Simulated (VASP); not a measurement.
# Li15O8 (a cell with a defect) in VASP: a series of runs

The runs below take Li15O8 (a cell with a defect) through single point, molecular dynamics, with LDA.

Program: VASP 6.6.1. These are calculated values, not measurements. Logs are shortened: lines on timing, memory, paths and dates and some standing lists are left out, and cuts for length are marked.

**1. Starting point**

The cell holds a defect, 23 atoms: a = 6.650 Å, b = 6.650 Å, c = 6.650 Å, α = 60.00°, β = 60.00°, γ = 60.00°.

**2. Single point, LDA**

File INCAR:

```
PREC = Accurate ; ENCUT = 520
EDIFF = 1E-6 ; ISMEAR = -1
SIGMA = 0.05 ; LREAL = Auto
LASPH = T ; NELM = 100
ALGO = Fast ; ISIF = 2
LWAVE = F ; LCHARG = T
GGA = CA ; LELF = T
LVHAR = T ; NBANDS = 64
NELECT = 94.0
```

File KPOINTS:

```
regular mesh
0
Gamma
  2 2 2
```

File POSCAR:

```
Li15O8
1.0
    0.0000000000      4.7022000000      4.7022000000
    4.7022000000      0.0000000000      4.7022000000
    4.7022000000      4.7022000000      0.0000000000
Li O
15 8
Direct
    0.1194440900      0.2309238229      0.2354110842
    0.0769320743      0.1820318149      0.6323104079
    0.3458912849      0.3994406873      0.8495916805
    0.4324996810      0.3100463613      0.4312874825
    0.4282569861      0.8253051763      0.3639891965
    0.1238356514      0.6232401854      0.5645017226
    0.3218387138      0.8716239207      0.9128174046
    0.6186997576      0.1973225299      0.1136382970
    0.8575666709      0.5313363957      0.3469546170
    0.6826166475      0.1225171196      0.6478882225
    0.9537450555      0.3207434818      0.9302454170
    0.6852005444      0.6094913019      0.0738058781
    0.8364063630      0.9034388159      0.3595870018
    0.6079069372      0.6483560886      0.6618604058
    0.9561481860      0.8374377951      0.8795032113
   -0.0350686913      0.0217770405      0.0222236400
    0.0174811790      0.0462762111      0.5180553783
    0.0011590319      0.5353770575      0.0157266811
   -0.0600463613      0.5020522309      0.5819084684
    0.5454468121     -0.0095699885     -0.0305388967
    0.4943856067      0.0054867934      0.4753306963
    0.4771915274      0.5320381949     -0.0103036876
    0.5577389307      0.5024881970      0.4917698099
```

Potentials or basis: VASP PAW LDA potentials, release 64 (Li_sv, O).

Started as:

```console
> cat potpaw_LDA.64/Li_sv/POTCAR potpaw_LDA.64/O/POTCAR > POTCAR
> mpirun -np 1 vasp_std > vasp.out
```

OUTCAR:

```text
PREC = Accurate
   ENCUT = 520
   EDIFF = 1E-6
   ISMEAR = -1
   LREAL = Auto
   LASPH = T
   NELM = 100
   ISIF = 2
   GGA = CA
   NELECT = 94.0

 ion  position               nearest neighbor table
   1  0.119  0.231  0.235-  17 1.66  18 1.86   9 2.07   3 2.25   2 2.37  11 2.46   5 2.48
   2  0.077  0.182  0.632-  17 1.70  19 1.77  16 2.12  11 2.21  15 2.31   1 2.37   4 2.41   9 2.47
                             7 2.49
   3  0.346  0.399  0.850-  18 1.92  23 2.02  22 2.19   1 2.25  20 2.25  10 2.36   6 2.40  14 2.44
                             8 2.56
   4  0.432  0.310  0.431-  21 1.75  23 2.10   8 2.14  10 2.22   6 2.26   2 2.41
   5  0.428  0.825  0.364-  23 1.77  21 1.98  20 2.15  14 2.32  12 2.39   6 2.43   1 2.48   9 2.51
[... 13 lines left out ...]
  14  0.608  0.648  0.662-  22 1.79  19 1.82  21 1.99  23 2.03   9 2.15   7 2.26  13 2.31   5 2.32
                             3 2.44
  15  0.956  0.837  0.880-  18 1.67  16 1.92  17 2.03  20 2.25   2 2.31  12 2.38  10 2.39   6 2.59

  16  0.965  0.022  0.022-  11 1.74  13 1.84   8 1.91  15 1.92   7 1.95   2 2.12
  17  0.017  0.046  0.518-   1 1.66   2 1.70  10 1.83  15 2.03
  18  0.001  0.535  0.016-  15 1.67  12 1.77   1 1.86   9 1.90   3 1.92  11 1.97
  19  0.940  0.502  0.582-   6 1.71   2 1.77   9 1.80  14 1.82  11 2.03  13 2.24
  20  0.545  0.990  0.969-  10 1.77  12 2.07   5 2.15   7 2.24  15 2.25   3 2.25
  21  0.494  0.005  0.475-   4 1.75  13 1.86   5 1.98  14 1.99   8 2.02
  22  0.477  0.532  0.990-  14 1.79   8 1.83   7 1.86  12 2.07   3 2.19
  23  0.558  0.502  0.492-   5 1.77   9 1.79   3 2.02  14 2.03  10 2.07   4 2.10  12 2.28

  LATTYP: Found a face centered cubic cell.
 ALAT       =     9.4044000000

  Lattice vectors:

 A1 = (   0.0000000000,   4.7022000000,   4.7022000000)
 A2 = (   4.7022000000,   0.0000000000,   4.7022000000)
 A3 = (   4.7022000000,   4.7022000000,   0.0000000000)

Analysis of symmetry for initial positions (statically):
=====================================================================
 Subroutine PRICEL returns:
 Original cell was already a primitive cell.

 Routine SETGRP: Setting up the symmetry group for a
 face centered cubic supercell.

 Subroutine GETGRP returns: Found  1 space group operations
 (whereof  1 operations were pure point group operations)
 out of a pool of 48 trial point group operations.

The static configuration has the point symmetry C_1 .

Analysis of symmetry for dynamics (positions and initial velocities):
=====================================================================
 Subroutine PRICEL returns:
 Original cell was already a primitive cell.

 Routine SETGRP: Setting up the symmetry group for a
 face centered cubic supercell.

[... 139 lines left out ...]
   PSTRESS=    0.0 pullay stress
   NELECT =      94.0000    total number of electrons
   NUPDOWN=      -1.0000    fix difference up-down
   EMIN   =  10.00;   EMAX   =-10.00  energy-range for DOS
   EFERMI =   0.00;   METHOD = LEGACY
   ISMEAR =    -1;   SIGMA  =   0.05  broadening in eV -4-tet -1-fermi 0-gaus
   EFERMI_NEDOS =   21; number of points for ismear=-14 and -15
   IALGO  =     68    algorithm
   IMIX   =      4    mixing-type and parameters
     AMIX     =   0.40;   BMIX     =  1.00
     AMIX_MAG =   1.60;   BMIX_MAG =  1.00
  volume/ion in A,a.u.               =       9.04        61.01
  Fermi-wavevector in a.u.,A,eV,Ry     =   1.256434  2.374316 21.478517  1.578626
  Thomas-Fermi vector in A             =   2.390142
   LORBIT       =      0    0 simple, 1 ext, 2 COOP (PROOUT), +10 PAW based schemes
   GGA     = CA    functional components
   LHFCALC =     F    Hartree Fock is set to
   AEXX    =    0.0000 exact exchange contribution
   IVDW    =     0    specifies the selected vdW correction
   LEPSILON=     F    determine dielectric tensor
   LRPA    =     F    only Hartree local field effects (RPA)
 non-spin polarized calculation
 RMM-DIIS sequential band-by-band and
  energy-cutoff  :      520.00
  volume of cell :      207.94
 maximum number of plane-waves:      5601
 NGX is ok and might be reduce to    50
   NGX = 25   NGY = 25   NGZ = 25

 number of electron      93.9999997 magnetization

 Free energy of the ion-electron system (eV)
  ---------------------------------------------------
  ext. energy  EPLUGINS =         0.00000000
  ---------------------------------------------------
  free energy    TOTEN  =      -113.51703714 eV

  energy without entropy =     -113.51703714  energy(sigma->0) =     -113.51703714

 E-fermi :   2.5598     XC(G=0):  -9.8744

 val. band max:        1.3090090728   @ k =   0.0000   0.0000   0.0000
 cond. band min:       4.5060193074   @ k =   0.0000   0.0000   0.0000
 fundamental gap:      3.1970102346
 Fermi energy:         2.5597883390

 k-point     1 :       0.0000    0.0000    0.0000
  band No.  band energies     occupation
      1     -42.7069      2.00000
      2     -42.5779      2.00000
      3     -41.7678      2.00000
      4     -41.6792      2.00000
      5     -41.6501      2.00000
      6     -41.5388      2.00000
[... 485 lines left out ...]
     58       9.5329      0.00000
     59       9.7997      0.00000
 [bands above 59 left out]

------------------------ aborting loop because EDIFF is reached ----------------------------------------

  FORCE on cell =-STRESS in cart. coord.  units (eV):
  Direction    XX          YY          ZZ          XY          YZ          ZX
  --------------------------------------------------------------------------------------
  -------------------------------------------------------------------------------------
  Total        4.9255563      2.7782269      2.1045260     -0.6927664      1.7809959     -0.6270012
  in kB       37.9518180     21.4064679     16.2155462     -5.3378225     13.7227207     -4.8310957
  external PRESSURE =      25.1912774 kB  Pullay stress =       0.0000000 kB

 VOLUME and BASIS-vectors are now :
 -----------------------------------------------------------------------------
  energy-cutoff  :      520.00
  volume of cell :      207.94
      direct lattice vectors                 reciprocal lattice vectors
     0.000000000  4.702200000  4.702200000    -0.106333206  0.106333206  0.106333206
     4.702200000  0.000000000  4.702200000     0.106333206 -0.106333206  0.106333206
     4.702200000  4.702200000  0.000000000     0.106333206  0.106333206 -0.106333206

 POSITION                                       TOTAL-FORCE (eV/Angst)
 -----------------------------------------------------------------------------------
      2.19280      1.66860      1.64750        -1.188366     -0.164421      0.598812
      3.82920      3.33500      1.21770         0.050990      0.693608     -0.404655
      5.87320      5.62140      3.50470         0.387250      1.008166      0.848411
      3.48590      4.06170      3.49160         0.256360     -0.767266      0.696591
      5.59230      3.72530      5.89450         0.901393     -0.930547      0.997781
      5.58500      3.23670      3.51290         1.197397      0.070136      0.927818
[... 15 lines left out ...]
      7.15550      6.89760      4.74560         0.372108      1.331368     -0.341785
      4.67520      4.93500      4.98540        -0.148653     -1.207152     -2.132809
 -----------------------------------------------------------------------------------
    total drift:                                0.010528     -0.009517     -0.003095

  FREE ENERGIE OF THE ION-ELECTRON SYSTEM (eV)
  ---------------------------------------------------
  free  energy   TOTEN  =      -113.5170371361 eV

  energy  without entropy=     -113.5170371361  energy(sigma->0) =     -113.51703714
```

Run time: 6.9 min. Hardware: 1 thread of Intel Xeon Platinum 8488C (Sapphire Rapids), shared host; peak memory 0.29 GiB.

What came out:

```
Free energy            : -113.5170 eV
Largest force          : 2.800 eV/Å
Band gap on the k mesh : 3.20 eV, direct
```

Forces on the atoms (eV/Å):
```
Li  -1.188 -0.164  0.599
Li   0.051  0.694 -0.405
Li   0.387  1.008  0.848
Li   0.256 -0.767  0.697
Li   0.901 -0.931  0.998
Li   1.197  0.070  0.928
Li   0.517  0.480 -0.029
Li  -1.356 -0.741 -0.633
Li  -0.344  0.003  0.164
Li   0.197  0.436  0.557
Li   0.068 -0.693  0.387
Li   1.004 -1.393 -0.281
Li  -0.369  0.230  0.363
Li   0.060  0.338 -0.447
Li   1.288 -0.813  0.871
O   -0.133  0.291  0.473
O   -1.644  0.251 -2.137
O   -2.253  0.833 -1.439
O   -0.118  0.426  1.491
O    0.926 -0.248 -0.867
O    0.329  0.564  0.337
O    0.372  1.331 -0.342
O   -0.149 -1.207 -2.133
```

Levels at points of the mesh, in eV from the valence-band top:
| k point | band 45 | band 46 | band 47 | band 48 | band 49 | band 50 |
| --- | --- | --- | --- | --- | --- | --- |
| (0.00, 0.00, 0.00) | -0.40 | -0.11 | 0.00 | 3.20 | 3.61 | 4.26 |
| (0.50, 0.00, 0.00) | -0.63 | -0.48 | -0.17 | 4.06 | 4.69 | 4.90 |
| (0.00, 0.50, 0.00) | -0.57 | -0.25 | -0.10 | 3.91 | 4.55 | 4.71 |
| (0.00, 0.00, 0.50) | -0.54 | -0.31 | -0.08 | 3.81 | 4.54 | 4.92 |
| (0.50, 0.50, 0.50) | -0.66 | -0.44 | -0.13 | 3.90 | 4.64 | 5.06 |
| (0.50, 0.50, 0.00) | -0.72 | -0.44 | -0.34 | 3.95 | 4.42 | 5.28 |
| (0.00, 0.50, 0.50) | -0.76 | -0.48 | -0.23 | 3.93 | 4.61 | 5.16 |
| (0.50, 0.00, 0.50) | -0.64 | -0.30 | -0.22 | 4.00 | 4.59 | 4.99 |

Caveat: the k mesh is coarse (spacing up to 0.58 Å⁻¹), so the values aren't converged; the cell carries a net charge on a neutralising background, which shifts energy and pressure; the cell is charged against a uniform background, so pressure and absolute levels hang on convention; the cutoff is under 1.25 times the usual one of these potentials, so pressure, stress and relaxed cells hold a basis-set (Pulay) error.

[end of part 1 of 2]
